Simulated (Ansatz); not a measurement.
# WC: how well frozen cores do, part 2 of 2

The same cell of WC is computed with full-potential LAPW, frozen-core PAW and all-electron PAW on datasets made for the crystal, to set the results side by side.

Ansatz 0.2.0; DFT PBEsol; a database cell (COD). «Crystal datasets» are all-electron PAW datasets made for this crystal.

### Step 3. Frozen-core PAW

input.yaml reads:

```yaml
crystal:
  lattice:
    - [2.900501436, 0.0, 0.0]
    - [-1.450250718, 2.5119079273, 0.0]
    - [0.0, 0.0, 2.829]
  atoms:
    - { symbol: W, position: [0.0, 0.0, 0.0] }
    - { symbol: C, position: [0.6666666667, 0.3333333333, 0.5] }
kpoints:
  mp_grid: { grid: [14, 14, 13] }
  band_path:
    path:
      - [0.0, 0.0, 0.0]
      - [0.5, 0.0, 0.0]
      - [0.3333333333, 0.3333333333, 0.0]
      - [0.0, 0.0, 0.0]
      - [0.0, 0.0, 0.5]
      - [0.5, 0.0, 0.5]
      - [0.3333333333, 0.3333333333, 0.5]
      - [0.0, 0.0, 0.5]
      - [0.5, 0.0, 0.5]
    npoints: 14
scf:
  occupations: { method: fermi_dirac, width: 0.05 }
hamiltonian:
  xc: pbesol
  pseudopotentials: { kind: paw }
output:
  forces: true
  stress: true
  eigenvalues: true
  efg: { contact_densities: true }
  populations: true
  bader: true
  dos: { projected: true, de: 0.2, e_range: [-14, 8] }
  write_density: true
  write_potential: true
  elf: true
  volumetric_format: npy
```

Command:

```sh
ansatz run input.yaml --threads 1 --pin off --max-ram 3072MiB --backend cpu --events-out ev --progress --plain --runs-dir out
```

The program printed:

```text
W: output.efg is read without spin–orbit coupling, which moves field gradients at and beside such atoms by some per cent and up to a factor of two; PAW files take it under magnetization.noncollinear and magnetization.spin_orbit
Engine: ansatz 0.2.0
Pseudopotentials: kind: paw
Pseudopotential: W, paw, valence charge 14, recommended cutoff 420 eV (normal)
Pseudopotential: C, paw, valence charge 4, recommended cutoff 420 eV (normal)
Functional definition: PBEsol
  exchange = pbesol_x
  correlation = pbesol_c
Crystal: 2 atoms, lattice volume = 20.612 Å³
Basis set: ecut = 420 eV, 405 PW (Γ), exchange–correlation on 40×40×40 points (8 copies of the dense FFT grid, shifted against one another)
Bands: 13, of which v1, the nominal top of the filled ones, is band 9 counted from 1 (8 counted from 0)
Symmetry: 12 space group operations
Space group: P-6m2 (ITA 187), of the structure as read, at distance tolerance 2.7e-5 Å
k-points: 168 of 2548 (time reversal used)
Non-local potential: W, projectors of the file, l = 0: 3, l = 1: 2, l = 2: 2, l = 3: 1
Non-local potential: C, projectors of the file, l = 0: 2, l = 1: 2, l = 2: 1
PAW form: soft (Blöchl's): semilocal exchange-correlation on the pseudo side does not see the compensation charge
PAW frozen core: W, regenerated for the run's functional, and the local potential with it (the file was generated under x = pbe(κ = 0.804, μ = 0.2195149727645171), c = pbe(β = 0.06672455060314922))
PAW frozen core: C, regenerated for the run's functional, and the local potential with it (the file was generated under x = pbe(κ = 0.804, μ = 0.2195149727645171), c = pbe(β = 0.06672455060314922))
PAW one-centre angular grid: W, 590 points (default); XC on 64 Gauss nodes
PAW one-centre angular grid: C, 110 points (default); XC on 64 Gauss nodes
Initial density: superposition of atomic densities (neutral atoms: chi_scale 0, normalization atom), corrected by the library's trained network
Initial wavefunctions: pseudopotential atomic-orbital guess
Functional: x = pbesol(κ = 0.804, μ = 0.12345679012345678), c = pbesol(β = 0.046)
SCF iter   1: F=—  HF=-10503.734825 eV  |F-HF|=—  |Δ(HF+E_count)|=         —  Δρ=1.22e-2  dr2=2.62e-2  ethr=1.77e-3  ⟨swp⟩=5.8  Hψ=10947  notcnv=0
preconditioner: auto → none  [metal: Δε(μ)=0.065 eV  Ē_g=10.141 eV  σ=0.050 eV  W_gap=0.30  n_scr=8 (ndim 8)  ℏωp=25.9 eV  f_vac=0.000  D(μ)=0.31/eV (n_scr^D=0)  sad-step TF]
SCF iter   2: F=—  HF=-10503.733149 eV  |F-HF|=—  |Δ(HF+E_count)|=   1.68e-3  Δρ=7.78e-3  dr2=1.23e-2  ethr=1.45e-4  ⟨swp⟩=1.0  Hψ=3530  notcnv=0
SCF iter   3: F=—  HF=-10503.730961 eV  |F-HF|=—  |Δ(HF+E_count)|=   2.19e-3  Δρ=8.72e-4  dr2=9.38e-5  ethr=6.82e-5  ⟨swp⟩=2.0  Hψ=3610  notcnv=0
SCF iter   4: F=—  HF=-10503.730917 eV  |F-HF|=—  |Δ(HF+E_count)|=   4.45e-5  Δρ=2.42e-4  dr2=4.60e-6  ethr=5.21e-7  ⟨swp⟩=2.2  Hψ=3503  notcnv=0
SCF iter   5: F=—  HF=-10503.730918 eV  |F-HF|=—  |Δ(HF+E_count)|=   9.81e-7  Δρ=4.16e-5  dr2=1.86e-7  ethr=2.56e-8  ⟨swp⟩=1.4  Hψ=2602  notcnv=0
SCF iter   6: F=-10503.730918 eV  HF=-10503.730918 eV  |F-HF|=5.62e-9  |Δ(HF+E_count)|=   1.03e-9  Δρ=7.16e-6  dr2=8.73e-9  ethr=5.56e-10  ⟨swp⟩=8.6  Hψ=12404  notcnv=0
SCF 1 converged in 6 iterations: F = -10503.730918 eV  dr2 = 8.73e-9
NSCF: frozen V_eff on 113 k-points
SCF converged after 6 iterations
Free energy (F): -10503.730918 eV
Harris-Foulkes:  -10503.730918 eV  (|F-HF|=5.62e-9)
Internal energy: -10503.728318 eV  (E = F + TS)
E sigma→0 (E₀):  -10503.729618 eV
Entropy (-TS):   -0.002600 eV (-1.300 meV/atom)
Fermi energy:    20.592316 eV
--- Per-component energies (eV) ---
  E_band       = -57.922497
  E_kinetic    = 542.120835
  E_local      = -662.158235  (includes V_loc(G=0)·N_el)
  E_nonlocal   = 28.124668
  E_hartree    = 233.755689
  E_xc         = -314.618944
  E_vxc        = -300.162078  (∫ρ·V_xc dr)
  E_paw        = -8530.868602  (= ΣΔE_a)
  E_vpaw       = -133.356483  (= ΣTr[D̂ρ^β])
  E_aug_tail   = -0.000064  (compensation charges beyond the density's cutoff)
  E_ewald      = -1800.326557
  E_core_change = 0.242893  (= ΣΔE_core)
  E_smearing   = -0.002600  (= −TS)
  E_closure    = 0.000000  (closes the sum)
  Σ components = -10503.730918   (vs F -10503.730918, Δ=0.00e0)
--- Forces (eV/Å), atoms counted from 1 ---
  atom   1  W     -0.00000000     0.00000000     0.00000000
  atom   2  C      0.00000000     0.00000000     0.00000000
  max |Σ_I F_I| component: 3.15e-16 eV/Å
--- Stress (GPa, compression-positive) ---
       -0.780836      -0.000000       0.000000
        0.000000      -0.780836       0.000000
        0.000000       0.000000      -0.567915
  P = ⅓ Tr σ = -0.7099 GPa (-7.099 kbar)
--- PAW observables at the nuclei: V_zz in 10²¹ V/m², potentials from the cell's mean, atoms counted from 1 ---
  atom   1  W  V_zz =   -13.755863   η = 0.0000   by run symmetry: allowed
            electrostatic potential = -14818.536306 V   contact ρ = 8810900.678994 e/Å³
  atom   2  C  V_zz =    +0.038353   η = 0.0000   by run symmetry: allowed
            electrostatic potential = -431.781346 V   contact ρ = 861.027415 e/Å³
--- Band table (eV; the first three rows and the last of 168) ---
  k-point 0: bands = ["-53.2684", "-17.2854", "-17.1782", "-17.1782", "6.1225", "16.2282", "17.2273", "17.2273", "20.7172", "23.8508", "23.8508", "26.2768", "26.2768"]
  k-point 1: bands = ["-53.2660", "-17.3320", "-17.1742", "-17.1742", "6.2697", "16.1616", "17.2939", "17.2939", "20.6927", "23.3426", "23.3426", "26.5785", "26.5785"]
  k-point 2: bands = ["-53.2592", "-17.4593", "-17.1631", "-17.1631", "6.6955", "15.8576", "17.4859", "17.4859", "20.8080", "22.3759", "22.3759", "26.8756", "26.8756"]
  k-point 167: bands = ["-53.1596", "-17.8467", "-17.7259", "-17.5940", "9.6524", "13.4093", "15.1431", "18.8655", "19.9259", "25.0628", "27.0572", "28.0492", "29.9187"]
--- Löwdin populations: 2 sites ---
  site symbol       q [e]
     0      W     13.2151
     1      C      4.7021
  spilling = 0.004601 (of n_electrons = 18.000000)
--- Bader charges: 2 sites ---
  site symbol  charge [e]  shift [e]
     0      W      1.3862     0.0035
     1      C     -1.3862     0.0035
  estimated error of the sums over rays = 7.6e-4 e
```

It took 26 s on 1 thread of Arm Neoverse V1, shared host; peak memory 0.4 GiB.

In short: pressure -0.71 GPa; no gap; Vzz W1 -13.76 (η = 0.00), C2 0.04 (η = 0.00) (10²¹ V/m²).

```
atom  Bader charge (e)  basin volume (Å³)
  W1             +1.39              11.48
  C2             -1.39               9.13
```

Density in a lattice plane of the grid's cell (edges 2.90 and 2.83 Å, at 0.000 of the third edge), which holds W.

Ten even steps from ' ' (0.35 e/Å³) to '@' (5.26 e/Å³):
```
##%%@@@@%%**--::                  ::--**%%@@@@%%
@@@@@@@@##++--..                  ..--++##@@@@@@
@@@@%%##++--::..                  ..::--++##%%@@
####**++--::..                      ..::--++**##
====--::::..                          ..::::--==
::::....                                  ....::
                                                
                                                
                                                
                                                
                                                
                                                
                                                
::::....                                  ....::
====--::::..                          ..::::--==
####**++--::..                      ..::--++**##
@@@@%%##++--::..                  ..::--++##%%@@
@@@@@@@@##++--..                  ..--++##@@@@@@
##%%@@@@%%**--::                  ::--**%%@@@@%%
**##%%@@%%**==::                  ::==**%%@@%%##
```
Columns run along the first of these edges and rows up along the second, over one cell in 24 and 20 even steps from the bottom left corner. Atoms in the plane (fractional): W at (1.00, 0.00).

ELF in the same plane.

Ten even steps from ' ' (0.00) to '@' (0.74):
```
..::==##%%@@##++------======------++##@@%%##==::
==++**%%@@%%**++------======------++**%%@@%%**++
##%%%%@@%%##++==::----======----::==++##%%@@%%%%
@@@@@@@@##++==--::--==++++++==--::--==++##@@@@@@
%%%%##**++--------==++******++==--------++**##%%
**++++==--------==++**######**++==--------==++++
------------==++**####%%%%%%####**++==----------
::::------==++**##%%%%%%%%%%%%%%##**++==------::
------====++**##%%%%%%%%%%%%%%%%%%##**++====----
========++++**##%%%%%%%%%%%%%%%%%%##**++++======
------====++**##%%%%%%%%%%%%%%%%%%##**++====----
::::------==++**##%%%%%%%%%%%%%%##**++==------::
------------==++**####%%%%%%####**++==----------
**++++==--------==++**######**++==--------==++++
%%%%##**++--------==++******++==--------++**##%%
@@@@@@@@##++==--::--==++++++==--::--==++##@@@@@@
##%%%%@@%%##++==::----======----::==++##%%@@%%%%
==++**%%@@%%**++------======------++**%%@@%%**++
..::==##%%@@##++------======------++##@@%%##==::
  ..--**%%@@%%**------======------**%%@@%%**--..
```
Columns run along the first of these edges and rows up along the second, over one cell in 24 and 20 even steps from the bottom left corner. Atoms in the plane (fractional): W at (1.00, 0.00).

Both are smooth fields of the valence electrons: close to the nuclei they are not physical.

The highest ELF values outside the cores: 0.81 beside C, off the lines to its neighbours, 0.7 Å from C; 0.66 between the atoms, 1.7 Å from W.

### Step 4. All-electron PAW on datasets made for the crystal

Edit input.yaml of step 3 so:

```diff
@@ -21,3 +21,3 @@
       - [0.5, 0.0, 0.5]
-    npoints: 14
+    npoints: 8
 scf:
@@ -26,3 +26,3 @@
   xc: pbesol
-  pseudopotentials: { kind: paw }
+  pseudopotentials: { kind: all_electron, datasets: crystal }
 output:
@@ -32,8 +32 @@
   efg: { contact_densities: true }
-  populations: true
-  bader: true
-  dos: { projected: true, de: 0.2, e_range: [-14, 8] }
-  write_density: true
-  write_potential: true
-  elf: true
-  volumetric_format: npy
```

Command:

```sh
ansatz run input.yaml --threads 1 --pin off --max-ram 3072MiB --backend cpu --events-out ev --progress --plain --runs-dir out
```

The program printed (excerpt; [...] marks lines left out):

```text
[...]
band count auto-derived: 15 (N_el = 18.0; filled up to band 9; 13 by the electrons, moments and atoms)
W: output.efg is read without spin–orbit coupling, which moves field gradients at and beside such atoms by some per cent and up to a factor of two; PAW files take it under magnetization.noncollinear and magnetization.spin_orbit
[...]
Pseudopotentials: kind: all_electron
Pseudopotential: W, paw, valence charge 28, recommended cutoff 340 eV (normal), Koelling and Harmon's equation, gaussian nucleus
Pseudopotential: C, paw, valence charge 4, recommended cutoff 340 eV (normal), Koelling and Harmon's equation, gaussian nucleus
Functional definition: PBEsol
[...]
Crystal: 2 atoms, lattice volume = 20.612 Å³
Basis set: ecut = 340 eV, 315 PW (Γ), exchange–correlation on 36×36×36 points (8 copies of the dense FFT grid, shifted against one another)
[...]
  atom   1  W     -0.00000000     0.00000000     0.00000000
  atom   2  C      0.00000000     0.00000000     0.00000000
[...]
--- Stress (GPa, compression-positive) ---
       -0.726347      -0.000000       0.000000
       -0.000000      -0.726347       0.000000
        0.000000       0.000000      -0.528865
  P = ⅓ Tr σ = -0.6605 GPa (-6.605 kbar)
  It holds what live shells' own plane waves past their cutoff add
--- PAW observables at the nuclei: V_zz in 10²¹ V/m², potentials from the cell's mean, atoms counted from 1 ---
  atom   1  W  V_zz =   -13.137209   η = 0.0000   by run symmetry: allowed
            electrostatic potential = -14815.622884 V   contact ρ = 8806429.189455 e/Å³
  atom   2  C  V_zz =    +0.013406   η = 0.0000   by run symmetry: allowed
            electrostatic potential = -431.020439 V   contact ρ = 861.173736 e/Å³
--- Band table (eV; the first three rows and the last of 168) ---
  k-point 0: bands = ["-48.1539", "-12.1761", "-12.0703", "-12.0703", "11.2396", "21.3457", "22.3455", "22.3455", "25.8341", "28.9701", "28.9701", "31.3920", "31.3920"]
[...]
```

It took 54 s on 1 thread of Arm Neoverse V1, shared host; peak memory 0.95 GiB.

This run gives: pressure -0.66 GPa; no gap; Vzz W1 -13.14 (η = 0.00), C2 0.01 (η = 0.00) (10²¹ V/m²).

| atom | contact density (e/Å³) |
| --- | --- |
| W1 | 8806429 |
| C2 | 861.1737 |

### Step 5. Side by side

```
          method  pressure (GPa)  Vzz W1 (10²¹ V/m²)  Vzz C2 (10²¹ V/m²)  SCF cycles, all passes
            LAPW           -0.66                   –                   –                       8
             PAW           -0.71              -13.76                0.04                       6
crystal datasets           -0.66              -13.14                0.01                       9
```

### Step 6. Outcome

What follows sums up all 2 parts.

| quantity | value |
| --- | --- |
| pressure | LAPW -0.66, PAW -0.71, crystal datasets -0.66 GPa |
| gap (LAPW) | none |
| Bader charges (PAW) | W1 +1.39, C2 -1.39 e |
| highest ELF (PAW) | 0.81, 0.68 Å from C |

In words: At this geometry the cell is under tension of 0.7 GPa, so it would shrink if let go. There is no gap at this level; the crystal is a metal here. W 5d carries the largest share, 74 %, of the projected states within 0.3 eV of the Fermi level. The projection holds only the free atom's occupied shells (W 6s, W 5d, C 2s, C 2p in this range). The field gradient at W1, the largest by crystal datasets, is -13.76 by PAW and -13.14 by crystal datasets (10²¹ V/m²), within 5 %. No spin–orbit coupling: at heavy atoms the gradients can be off by tens of per cent for that reason. PAW lies -0.05 GPa from LAPW in pressure. LAPW took about 3 times as long as PAW (85 s against 26 s, on a shared host and with the outputs that each input asks for). Spin-orbit coupling is left out, though the cell holds W; in elements this heavy it can shift bands and gaps by tenths of an eV.
